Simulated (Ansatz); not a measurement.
An element in the fcc structure gives these cold pressures by all-electron LAPW under PBE (Ansatz 0.2.0, scalar-relativistic, no spin polarisation).

| V (Å³/atom) | P (GPa) |
| --- | --- |
| 7.87 | -0.03 |
| 7.08 | 15.15 |
| 6.30 | 39.3 |
| 5.51 | 78.5 |
| 4.72 | 145.1 |
| 3.94 | 266.0 |
| 3.15 | 508.2 |

Q: Which element is it?

A: Be. Its zero-pressure volume in this structure is near 7.9 Å³/atom; the volume and the steepness of P(V) together point to it, though neighbours can come close. Neighbours weren't tried against these numbers.
